An engineer who models electrons in a GaAs channel must decide how to repair a band structure whose gap is too small. The cheap repair, called a scissor, raises all empty levels by one amount and leaves the filled ones alone. It is safe only if the levels that matter for transport need the same shift as the band edge. At high field these include the side valleys near the points L and X of the Brillouin zone, into which fast electrons scatter.

Levels of zincblende GaAs from ABINIT 10.8.3: PBEsol start levels and one-shot HSE06 corrections on the PBEsol orbitals, without spin-orbit coupling. The runs use a Γ-centred 5×5×5 k mesh, a 1034 eV plane-wave cutoff and PseudoDojo v0.4.1 standard scalar-relativistic PBEsol potentials. Each level column counts from its own highest filled level.

```tsv
row	state k a (reciprocal cell vector)	state k b (reciprocal cell vector)	state k c (reciprocal cell vector)	state band	state start level (eV)	state corrected level (eV)
1	0.000	0.000	0.000	top filled	0.000	0.000
2	0.000	0.000	0.000	first empty	0.435	1.200
3	0.200	0.000	0.000	top filled	-0.506	-0.531
4	0.200	0.000	0.000	first empty	1.516	2.311
5	0.400	0.000	0.000	top filled	-1.069	-1.154
6	0.400	0.000	0.000	first empty	1.001	1.812
7	0.200	0.200	0.000	top filled	-1.307	-1.369
8	0.200	0.200	0.000	first empty	2.242	3.121
9	0.400	0.200	0.000	top filled	-1.837	-1.958
10	0.400	0.200	0.000	first empty	2.305	3.169
11	-0.400	0.200	0.000	top filled	-1.595	-1.709
12	-0.400	0.200	0.000	first empty	2.371	3.250
13	-0.200	0.200	0.000	top filled	-0.785	-0.843
14	-0.200	0.200	0.000	first empty	2.681	3.542
15	0.400	0.400	0.000	top filled	-2.531	-2.717
16	0.400	0.400	0.000	first empty	1.324	2.194
17	-0.400	0.400	0.000	top filled	-2.422	-2.602
18	-0.400	0.400	0.000	first empty	1.721	2.621
19	-0.400	0.400	0.200	top filled	-2.686	-2.823
20	-0.400	0.400	0.200	first empty	3.823	4.758
```

The start level comes from the semilocal functional PBEsol, and the corrected level from the hybrid HSE06 applied once to the unchanged PBEsol orbitals. Each column is measured from its own highest filled level. The three k columns give the wavevector $\mathbf{k}$, which states how the phase of the orbital changes from cell to cell. Rows 1 and 2 belong to $\Gamma$, where $\mathbf{k}=0$ and where both levels of theory put the gap.

The scissor takes its single value from $\Gamma$, where the gap grows from 0.435 to 1.200 eV, that is by 0.765 eV. Row 16 lies 80 % of the way from $\Gamma$ to X and played no part in setting this value. Its start level of 1.324 eV should therefore rise to

$$1.324 + 0.765 = 2.089\ \text{eV}.$$

The hybrid gives 2.194 eV, so the scissor falls 0.105 eV short of it.

This miss is typical in sign. Every empty level away from $\Gamma$ rises by more than the scissor value, by 0.03 to 0.17 eV, and every filled level below the valence top sinks, though the scissor holds it still. The printed output lists these differences for all rows. One number thus supplies at least four fifths of each empty level's shift, but it leaves the bands narrower than the hybrid makes them.

The obvious refinement is to let the shift grow with the level's distance in energy from the gap, and row 4 breaks it. Rows 2, 4 and 6 follow the lowest empty band from $\Gamma$ towards L. The start level climbs steeply to 1.516 eV in row 4 and falls back to 1.001 eV in row 6. The shift ignores this hump: row 4 starts half an electronvolt above row 6 and yet rises slightly less. The break is plainer beside row 16, which starts 0.192 eV below row 4 and rises 0.075 eV more. Towards X the same thing is seen in another form, for row 8 starts 0.918 eV above row 16 and their shifts agree to about 0.01 eV.

The reason lies in how the correction is made. With the orbital $\psi$ held fixed, its level moves by

$$\Delta = \langle \psi |\, \hat V_{\mathrm{HSE06}} - \hat V_{\mathrm{PBEsol}} \,| \psi \rangle ,$$

and the shifts quoted here are this quantity less its value for the valence top. The energy of the level appears nowhere in the expression. What counts is the shape of the orbital.

Theory also suggests which feature of the shape matters. A semilocal potential acts on an orbital point by point, whereas the Fock exchange in a hybrid links its values at two different points. Between bonded atoms this works like an extra coupling, which lowers bonding combinations and raises antibonding ones. Its strength depends on the mixture of s and p orbitals and on their phases from cell to cell, and both change with $\mathbf{k}$. The lowest empty state is s-like and antibonding at $\Gamma$ and takes up p character towards L and X. Levels far apart in energy can therefore have nearly equal shifts, and levels close in energy can have different ones. This argument from theory gives no sizes and doesn't by itself say why the level at $\Gamma$ shifts least; the orbital weights that would test it row by row are not in the table.

The filled band shows the same break. Most filled levels sink more the deeper they lie, but row 7 lies deeper than row 5 and sinks less. Row 19 is the larger break: it is the deepest level of the table, yet it sinks by 0.137 eV where row 15 sinks by 0.186 eV. Row 19 belongs to a wavevector of low symmetry, where other orbitals may mix into the p-like band top. That is a guess, which the orbital weights at this point would test.

For the channel model the heights of the side valleys count. The hybrid lifts row 16 from 0.889 to 0.994 eV above the conduction edge, a change of about four times the thermal energy at room temperature. Yet the measured X valley lies only roughly half an electronvolt above that edge. If the valley itself moves as row 16 does, the correction leads away from experiment. The orbitals and the density were not allowed to adjust to the hybrid, and letting them adjust may change the offsets again. Rows 6 and 16 lie short of L and X, so they show how the offsets change and are not themselves the valley energies. The mesh and cutoffs were not tested for convergence, and the potentials were made for PBEsol and not for the hybrid, so the smallest differences between shifts are the least certain. The gap needs its own care, because spin-orbit coupling, absent here, would lower it by roughly 0.1 eV, and it already lies below the measured value of roughly 1.5 eV.

The practical rule is to set the gap with one shift, but to compute the shift of each side valley at its own wavevector and to check the resulting valley heights against measured ones. A shift borrowed from another level of similar energy may belong to an orbital of a different kind.

Printed output of the fit:

```
Corrections in eV (gap opening stands in the empty row of each k-point, stretch in the filled row):
  row   shift  shift less scissor  gap opening  stretch in percent
    1       0                   0            0                   0
    2   0.765                   0        0.765                   0
    3  -0.025              -0.025            0               4.941
    4   0.795                0.03         0.82                   0
    5  -0.085              -0.085            0               7.951
    6   0.811               0.046        0.896                   0
    7  -0.062              -0.062            0               4.744
    8   0.879               0.114        0.941                   0
    9  -0.121              -0.121            0               6.587
   10   0.864               0.099        0.985                   0
   11  -0.114              -0.114            0               7.147
   12   0.879               0.114        0.993                   0
   13  -0.058              -0.058            0               7.389
   14   0.861               0.096        0.919                   0
   15  -0.186              -0.186            0               7.349
   16    0.87               0.105        1.056                   0
   17   -0.18               -0.18            0               7.432
   18     0.9               0.135         1.08                   0
   19  -0.137              -0.137            0               5.101
   20   0.935                0.17        1.072                   0
Scissor value, gap opening at Gamma, eV: 0.765
Largest gap opening beyond the scissor, eV: 0.315
Spread of the shifts of the empty levels, eV: 0.17
Row 4 less row 6, start level, eV: 0.515
Row 4 less row 6, shift, eV: -0.016
Row 8 less row 16, start level, eV: 0.918
Row 8 less row 16, shift, eV: 0.009
Row 7 less row 5, start level, eV: -0.238
Row 7 less row 5, shift, eV: 0.023
Row 19 less row 15, start level, eV: -0.155
Row 19 less row 15, shift, eV: 0.049
Row 6 above the Gamma conduction level, PBEsol, eV: 0.566
Row 6 above the Gamma conduction level, one-shot HSE06, eV: 0.612
Row 16 above the Gamma conduction level, PBEsol, eV: 0.889
Row 16 above the Gamma conduction level, one-shot HSE06, eV: 0.994
```
